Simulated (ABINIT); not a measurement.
Runs of ABINIT 10.8.3 (patched build) on CdTe. The structure is cubic, space group F-43m (No. 216). Conventional cell: a = 6.410 Å, b = 6.410 Å, c = 6.410 Å, α = 90.00°, β = 90.00°, γ = 90.00°. Te (site symmetry -43m) has 4 Cd at 2.78 Å as nearest neighbours. Cd (site symmetry -43m) is surrounded by 4 Te at 2.78 Å. 

| task | level | potentials or basis | cell | k mesh | cutoff (eV) | smearing | cutoff of the screening (Ha) | bands in the sums | wave-function cutoff in the screening (Ha) | frequency treatment | imaginary frequencies | mesh quality | gap on the mesh (eV) | pressure (GPa) |
| --- | --- | --- | --- | --- | --- | --- | --- | --- | --- | --- | --- | --- | --- | --- |
| single point | PBE | PseudoDojo NC SR PBE v0.4.1 standard | as given | 5 × 5 × 5 | 1388 | fermi-dirac 0.05 eV | - | - | - | - | - | not flagged | 0.87 | - |
| relaxation of cell and atoms | PBEsol | PseudoDojo NC SR PBEsol v0.4.1 standard | relaxed | 5 × 5 × 5 | 1388 | fermi-dirac 0.05 eV | - | - | - | - | - | not flagged | 0.63 | 0.0 |
| one-shot levels of the hybrid HSE06 | LDA | PseudoDojo NC SR LDA v0.4.1 standard | as given | 4 × 4 × 4 | 1279 | fixed | - | 26 | - | - | - | coarse | (a) | - |
| single point | PBEsol | PseudoDojo NC SR PBEsol v0.4.1 standard | as given | 5 × 5 × 5 | 1388 | fermi-dirac 0.05 eV | - | - | - | - | - | not flagged | 0.75 | 1.8 |
| one-shot levels of the hybrid HSE03 | PBE | PseudoDojo NC SR PBE v0.4.1 standard | as given | 4 × 4 × 4 | 1279 | fixed | - | 26 | - | - | - | coarse | 0.86 | - |
| single point | PBE | PseudoDojo NC SR PBE v0.4 stringent | as given | 5 × 5 × 5 | 1469 | fermi-dirac 0.05 eV | - | - | - | - | - | not flagged | 0.87 | 3.9 |
| single point | PBE | PseudoDojo NC SR PBE v0.4.1 standard | as given | 5 × 5 × 5 | 1279 | fermi-dirac 0.05 eV | - | - | - | - | - | not flagged | 0.87 | - |
| effective masses | PBE | PseudoDojo NC SR PBE v0.4 stringent | as given | 5 × 5 × 5 | 1469 | fixed | - | - | - | - | - | not flagged | - | 3.9 |
| one-shot levels of the hybrid HSE06 | PBE | PseudoDojo NC SR PBE v0.4.1 standard | as given | 4 × 4 × 4 | 1388 | fixed | - | 26 | - | - | - | coarse | 0.86 | - |

Alike in all rows: no spin polarisation.

**Question.** Fill in the values left out.

**Answer.** (a) 0.59.

Caveats: some runs use coarse meshes; spin-orbit coupling is left out, which moves the levels of the heavy elements (some runs); an odd mesh through Γ misses points on the zone boundary, where band edges often lie (some runs); Libxc's HSE differs a little from that of other programs (some runs); this build's HSE levels may be imprecise (some runs).

A k mesh can miss the band edges, and the runs leave out spin-orbit coupling on Cd, Te.

Not every run made on this cell is shown here.
